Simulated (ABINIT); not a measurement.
# InP (F-43m) in ABINIT: notebook

Aim: see how the results for InP move with the level of theory and the settings. Levels: PBE, LDA. Tasks: single point, relaxation of cell and atoms.

All numbers are computed with ABINIT 10.8.3 (patched build); they aren't measurements. Logs are shortened: lines on timing, memory, paths and dates and some standing lists are left out, and cuts for length are marked. The log counts tension as positive stress, the text compression.

**Experimental background.**

A printed reference work, data compilation reports, for a bulk crystal of InP at 1.6 K: band gap 1.4236 eV (direct).

The results are compared with them further down.

## 1. Starting point

Symmetry: F-43m, No. 216, cubic system. The conventional cell has a = 5.861 Å, b = 5.861 Å, c = 5.861 Å, α = 90.00°, β = 90.00°, γ = 90.00°. In (site symmetry -43m) has 4 P at 2.54 Å as nearest neighbours. P (site symmetry -43m) has 4 In at 2.54 Å as nearest neighbours.

## 2. Single point, PBE

run.abi reads:

```
# Pseudopotentials
pp_dirpath "./"
pseudos "In.upf, P.upf"

# Structure
acell 3*1.0 Angstrom
rprim
     0.0000000000     2.9305000000     2.9305000000
     2.9305000000     0.0000000000     2.9305000000
     2.9305000000     2.9305000000     0.0000000000
ntypat 2
znucl 49 15
natom 2
typat 1 2
xcart
     0.0000000000     0.0000000000     0.0000000000
     4.3957500000     4.3957500000     4.3957500000 Angstrom

# Plane-wave basis
ecut 31.0

# k points
kptopt 1
ngkpt 6 6 6
nshiftk 1
shiftk 0.0 0.0 0.0

# Exchange and correlation
ixc 11

# Bands and occupations
nband 13
occopt 3
tsmear 0.05 eV

# SCF cycle
nstep 100
tolvrs 1.0e-10

# Output
iomode 3
prtwf 0
prtden 0
prteig 0
prtebands 0
enunit 2
prtvol 2
```

Potentials or basis: PseudoDojo NC SR PBE v0.4.1 standard.

Launch:

```console
abinit run.abi > log 2>&1
```

run.abo:

```text
.Version 10.8.3 of ABINIT
 Symmetries : space group F-4 3 m (#216); Bravais cF (face-center cubic)
================================================================================
 Values of the parameters that define the memory need of the present run
     intxc =       0    ionmov =       0      iscf =       7    lmnmax =       6
     lnmax =       6     mgfft =      40  mpssoang =       3    mqgrid =    3001
     natom =       2  nloc_mem =       1    nspden =       1   nspinor =       1
    nsppol =       1      nsym =      24    n1xccc =    2501    ntypat =       2
    occopt =       3   xclevel =       2
       mpw =        2822          nfft =       64000          nkpt =          16
================================================================================
================================================================================

--------------------------------------------------------------------------------
------------- Echo of variables that govern the present computation ------------
--------------------------------------------------------------------------------
 -outvars: echo values of preprocessed input variables --------
            acell      1.8897261259E+00  1.8897261259E+00  1.8897261259E+00 Bohr
              amu      1.14820000E+02  3.09737620E+01
             ecut      3.10000000E+01 Hartree
           enunit           2
              ixc          11
         kptrlatt        6    0    0      0    6    0      0    0    6
          kptrlen      4.69901511E+01
            natom           2
            nband          13
            ngfft          40      40      40
             nkpt          16
            nstep         100
             nsym          24
           ntypat           2
           occopt           3
           prtden           0
        prtebands           0
           prteig           0
           prtvol           2
            prtwf           0
            rprim      0.0000000000E+00  2.9305000000E+00  2.9305000000E+00
                       2.9305000000E+00  0.0000000000E+00  2.9305000000E+00
                       2.9305000000E+00  2.9305000000E+00  0.0000000000E+00
          spgroup         216
           tolvrs      1.00000000E-10
           tsmear      1.83746611E-03 Hartree
            typat      1  2
           xangst      0.0000000000E+00  0.0000000000E+00  0.0000000000E+00
                       4.3957500000E+00  4.3957500000E+00  4.3957500000E+00
            xcart      0.0000000000E+00  0.0000000000E+00  0.0000000000E+00
                       8.3067636180E+00  8.3067636180E+00  8.3067636180E+00
             xred      0.0000000000E+00  0.0000000000E+00  0.0000000000E+00
                       7.5000000000E-01  7.5000000000E-01  7.5000000000E-01
            znucl       49.00000   15.00000

================================================================================

 chkinp: Checking input parameters for consistency.

================================================================================
== DATASET  1 ==================================================================

--- !DatasetInfo
iteration_state: {dtset: 1, }
dimensions: {natom: 2, nkpt: 16, mband: 13, nsppol: 1, nspinor: 1, nspden: 1, mpw: 2822, }
cutoff_energies: {ecut:  31.0, pawecutdg:  -1.0, }
electrons: {nelect:   1.80000000E+01, charge:   0.00000000E+00, occopt:   3.00000000E+00, tsmear:   1.83746611E-03, }
meta: {optdriver: 0, ionmov: 0, optcell: 0, iscf: 7, paral_kgb: 0, }
...

 Exchange-correlation functional for the present dataset will be:
  GGA: Perdew-Burke-Ernzerhof functional - ixc=11
  J.P.Perdew, K.Burke, M.Ernzerhof, PRL 77, 3865 (1996)

 Real(R)+Recip(G) space primitive vectors, cartesian coordinates (Bohr,Bohr^-1):
 R(1)=  0.0000000  5.5378424  5.5378424  G(1)= -0.0902879  0.0902879  0.0902879
 R(2)=  5.5378424  0.0000000  5.5378424  G(2)=  0.0902879 -0.0902879  0.0902879
 R(3)=  5.5378424  5.5378424  0.0000000  G(3)=  0.0902879  0.0902879 -0.0902879
 Unit cell volume ucvol=  3.3966576E+02 bohr^3
 Angles (23,13,12)=  6.00000000E+01  6.00000000E+01  6.00000000E+01 degrees

 getcut: wavevector=  0.0000  0.0000  0.0000  ngfft=  40  40  40
         ecut(hartree)=     31.000   => boxcut(ratio)=   2.03779

--- Pseudopotential description ------------------------------------------------
- pspini: atom type   1  psp file is ./In.upf
12 -101130 2 -1 1964                          pspcod,pspxc,lmax,lloc,mmax
     nproj     2     2     2

- pspini: atom type   2  psp file is ./P.upf
12 -101130 2 -1 1298                          pspcod,pspxc,lmax,lloc,mmax
     nproj     2     2     2

   6.00945385E+02                                ecore*ucvol(ha*bohr**3)
--------------------------------------------------------------------------------

================================================================================

--- !BeginCycle
iteration_state: {dtset: 1, }
solver: {iscf: 7, nstep: 100, nline: 4, wfoptalg: 0, }
tolerances: {tolvrs: 1.00E-10, }
...
[... 102 lines left out ...]
  -0.3333  0.3333  0.1667    1  8.60757E-07 kpt; spin; max resid(k); each band:
  1.19E-16 3.32E-17 1.32E-17 1.48E-17 6.95E-18 4.53E-16 9.86E-16 4.99E-16
  1.20E-15 8.39E-15 1.26E-14 1.28E-13 8.61E-07
  -0.3333  0.5000  0.1667    1  5.46249E-14 kpt; spin; max resid(k); each band:
  1.25E-16 2.77E-17 1.28E-17 1.40E-17 6.92E-18 3.93E-16 5.31E-16 1.63E-15
  1.51E-15 6.04E-15 1.36E-14 9.99E-15 5.46E-14
 reduced coordinates (array xred) for    2 atoms
       0.000000000000      0.000000000000      0.000000000000
       0.750000000000      0.750000000000      0.750000000000
 rms dE/dt=  0.0000E+00; max dE/dt=  0.0000E+00; dE/dt below (all hartree)
    1       0.000000000000      0.000000000000      0.000000000000
    2       0.000000000000      0.000000000000      0.000000000000

 cartesian coordinates (angstrom) at end:
    1      0.00000000000000     0.00000000000000     0.00000000000000
    2      4.39575000000000     4.39575000000000     4.39575000000000

 cartesian forces (hartree/bohr) at end:
    1     -0.00000000000000    -0.00000000000000    -0.00000000000000
    2     -0.00000000000000    -0.00000000000000    -0.00000000000000
 frms,max,avg= 0.0000000E+00 0.0000000E+00   0.000E+00  0.000E+00  0.000E+00 h/b

 cartesian forces (eV/Angstrom) at end:
    1     -0.00000000000000    -0.00000000000000    -0.00000000000000
    2     -0.00000000000000    -0.00000000000000    -0.00000000000000
 frms,max,avg= 0.0000000E+00 0.0000000E+00   0.000E+00  0.000E+00  0.000E+00 e/A
 length scales=  1.889726125908  1.889726125908  1.889726125908 bohr
              =  1.000000000000  1.000000000000  1.000000000000 angstroms
 Fermi (or HOMO) energy (hartree) =   0.17846   Average Vxc (hartree)=  -0.34602
 Eigenvalues (hartree) for nkpt=  16  k points:
 kpt#   1, nband= 13, wtk=  0.00463, kpt=  0.0000  0.0000  0.0000 (reduced coord)
  -0.35918   -0.35918   -0.35918   -0.35371   -0.35371   -0.25890    0.16440    0.16440
   0.16440    0.19047    0.31464    0.31464    0.31464
      occupation numbers for kpt#   1
   2.00000    2.00000    2.00000    2.00000    2.00000    2.00000    1.99905    1.99905
   1.99905    0.00289    0.00000    0.00000    0.00000
 kpt#   2, nband= 13, wtk=  0.03704, kpt=  0.1667  0.0000  0.0000 (reduced coord)
  -0.36032   -0.35873   -0.35873   -0.35370   -0.35370   -0.24743    0.08409    0.15322
   0.15322    0.23063    0.32979    0.33078    0.33078
      occupation numbers for kpt#   2
   2.00000    2.00000    2.00000    2.00000    2.00000    2.00000    2.00000    2.00000
   2.00000    0.00000    0.00000    0.00000    0.00000
 kpt#   3, nband= 13, wtk=  0.03704, kpt=  0.3333  0.0000  0.0000 (reduced coord)
  -0.36244   -0.35802   -0.35802   -0.35347   -0.35347   -0.21783   -0.00346    0.13590
   0.13590    0.22516    0.34318    0.34318    0.39547
      occupation numbers for kpt#   3
   2.00000    2.00000    2.00000    2.00000    2.00000    2.00000    2.00000    2.00000
[... 64 lines left out ...]
      occupation numbers for kpt#  14
   2.00000    2.00000    2.00000    2.00000    2.00000    2.00000    2.00000    2.00000
   2.00000    0.00000    0.00000    0.00000    0.00000
 kpt#  15, nband= 13, wtk=  0.11111, kpt= -0.3333  0.3333  0.1667 (reduced coord)
  -0.36427   -0.35722   -0.35614   -0.35421   -0.35322   -0.17712   -0.03827    0.05058
   0.08810    0.29871    0.32175    0.37430    0.43778
      occupation numbers for kpt#  15
   2.00000    2.00000    2.00000    2.00000    2.00000    2.00000    2.00000    2.00000
   2.00000    0.00000    0.00000    0.00000    0.00000
 kpt#  16, nband= 13, wtk=  0.05556, kpt= -0.3333  0.5000  0.1667 (reduced coord)
  -0.36498   -0.35655   -0.35569   -0.35472   -0.35292   -0.16962   -0.04300    0.06124
   0.06218    0.28505    0.29754    0.41430    0.42473
      occupation numbers for kpt#  16
   2.00000    2.00000    2.00000    2.00000    2.00000    2.00000    2.00000    2.00000
   2.00000    0.00000    0.00000    0.00000    0.00000
 Fermi (or HOMO) energy (eV) =   4.85613   Average Vxc (eV)=  -9.41561
 Eigenvalues (   eV  ) for nkpt=  16  k points:
 kpt#   1, nband= 13, wtk=  0.00463, kpt=  0.0000  0.0000  0.0000 (reduced coord)
  -9.77367   -9.77367   -9.77367   -9.62497   -9.62497   -7.04495    4.47363    4.47363
   4.47363    5.18302    8.56184    8.56184    8.56184
 kpt#   2, nband= 13, wtk=  0.03704, kpt=  0.1667  0.0000  0.0000 (reduced coord)
  -9.80493   -9.76150   -9.76150   -9.62472   -9.62472   -6.73304    2.28830    4.16941
   4.16941    6.27566    8.97402    9.00093    9.00093
 kpt#   3, nband= 13, wtk=  0.03704, kpt=  0.3333  0.0000  0.0000 (reduced coord)
  -9.86247   -9.74215   -9.74215   -9.61833   -9.61833   -5.92738   -0.09403    3.69794
   3.69794    6.12685    9.33844    9.33844   10.76137
 kpt#   4, nband= 13, wtk=  0.01852, kpt=  0.5000  0.0000  0.0000 (reduced coord)
  -9.88954   -9.73547   -9.73547   -9.61144   -9.61144   -5.32662   -1.25966    3.50315
   3.50315    5.97022    9.27782    9.27782   11.59553
 kpt#   5, nband= 13, wtk=  0.02778, kpt=  0.1667  0.1667  0.0000 (reduced coord)
  -9.82694   -9.74881   -9.74881   -9.63590   -9.61650   -6.63054    2.32286    3.65938
   3.65938    7.13091    7.60069    9.76316    9.76316
 kpt#   6, nband= 13, wtk=  0.11111, kpt=  0.3333  0.1667  0.0000 (reduced coord)
  -9.87219   -9.73122   -9.72623   -9.64037   -9.60883   -5.98136    0.51960    2.97446
[... 16 lines left out ...]
 kpt#  12, nband= 13, wtk=  0.05556, kpt= -0.3333  0.3333  0.0000 (reduced coord)
  -9.91346   -9.71342   -9.69501   -9.63867   -9.61299   -4.82078   -0.99976    1.08523
   2.80615    7.08718    9.57490   11.27606   11.57302
 kpt#  13, nband= 13, wtk=  0.01389, kpt=  0.5000  0.5000  0.0000 (reduced coord)
  -9.95557   -9.67567   -9.67003   -9.67003   -9.59020   -4.67400   -1.28039    2.15402
   2.15402    6.23403    6.73677   13.70952   14.05302
 kpt#  14, nband= 13, wtk=  0.11111, kpt=  0.5000  0.3333  0.1667 (reduced coord)
  -9.90299   -9.71989   -9.70175   -9.64424   -9.60709   -5.29946   -0.41466    1.76841
   2.75950    8.02664    8.26853    9.54729   11.97547
 kpt#  15, nband= 13, wtk=  0.11111, kpt= -0.3333  0.3333  0.1667 (reduced coord)
  -9.91241   -9.72034   -9.69107   -9.63854   -9.61171   -4.81973   -1.04136    1.37641
   2.39724    8.12831    8.75534   10.18511   11.91248
 kpt#  16, nband= 13, wtk=  0.05556, kpt= -0.3333  0.5000  0.1667 (reduced coord)
  -9.93170   -9.70215   -9.67881   -9.65253   -9.60350   -4.61565   -1.17020    1.66639
   1.69195    7.75648    8.09641   11.27374   11.55760
 Total charge density [el/Bohr^3]
)     Maximum=    1.0884E+00  at reduced coord.    0.0500    0.0500    0.8750
)Next maximum=    1.0884E+00  at reduced coord.    0.0250    0.0500    0.8750
)     Minimum=    4.5369E-04  at reduced coord.    0.0000    0.0000    0.0000
)Next minimum=    1.0821E-03  at reduced coord.    0.7500    0.7500    0.7500
   Integrated=    1.8000E+01

--- !EnergyTerms
iteration_state     : {dtset: 1, }
comment             : Components of total free energy in Hartree
kinetic             :  4.44208266222963E+01
hartree             :  1.84137492028029E+01
xc                  : -2.21161464857699E+01
Ewald energy        : -4.48602020677458E+01
psp_core            :  1.76922565987534E+00
local_psp           : -5.72045034291940E+01
non_local_psp       : -1.38158748498864E+01
internal            : -7.33929253476215E+01
'-kT*entropy'       : -4.00073692092311E-07
total_energy        : -7.33929257476952E+01
total_energy_eV     : -1.99712325024314E+03
band_energy         : -3.60621917118713E+00
...

 Cartesian components of stress tensor (hartree/bohr^3)
  sigma(1 1)= -9.68086967E-05  sigma(3 2)=  0.00000000E+00
  sigma(2 2)= -9.68086967E-05  sigma(3 1)=  0.00000000E+00
  sigma(3 3)= -9.68086967E-05  sigma(2 1)=  0.00000000E+00

-Cartesian components of stress tensor (GPa)         [Pressure=  2.8482E+00 GPa]
- sigma(1 1)= -2.84821019E+00  sigma(3 2)=  0.00000000E+00
- sigma(2 2)= -2.84821019E+00  sigma(3 1)=  0.00000000E+00
- sigma(3 3)= -2.84821019E+00  sigma(2 1)=  0.00000000E+00

== END DATASET(S) ==============================================================
================================================================================

 -outvars: echo values of variables after computation  --------
            acell      1.8897261259E+00  1.8897261259E+00  1.8897261259E+00 Bohr
           etotal     -7.3392925748E+01
            fcart     -0.0000000000E+00 -0.0000000000E+00 -0.0000000000E+00
                      -0.0000000000E+00 -0.0000000000E+00 -0.0000000000E+00
            rprim      0.0000000000E+00  2.9305000000E+00  2.9305000000E+00
                       2.9305000000E+00  0.0000000000E+00  2.9305000000E+00
                       2.9305000000E+00  2.9305000000E+00  0.0000000000E+00
           strten     -9.6808696720E-05 -9.6808696720E-05 -9.6808696720E-05
                       0.0000000000E+00  0.0000000000E+00  0.0000000000E+00
           xangst      0.0000000000E+00  0.0000000000E+00  0.0000000000E+00
                       4.3957500000E+00  4.3957500000E+00  4.3957500000E+00
             xred      0.0000000000E+00  0.0000000000E+00  0.0000000000E+00
                       7.5000000000E-01  7.5000000000E-01  7.5000000000E-01
 Calculation completed.
```

It took 39 s on 1 thread of Intel Xeon at 2.70GHz, shared host; peak memory 0.08 GiB.

Results:

```
Free energy                                           : -1997.1233 eV
Band gap on the k mesh                                : 0.71 eV, direct
Valence electrons inside the program's atomic spheres : In 9.92; P 2.78
```

Caveat: the cutoff is too short for stress, so the log's stress isn't used; spin-orbit coupling is left out, which moves the levels of the heavy elements.

(Part 1 of 2 ends here.)
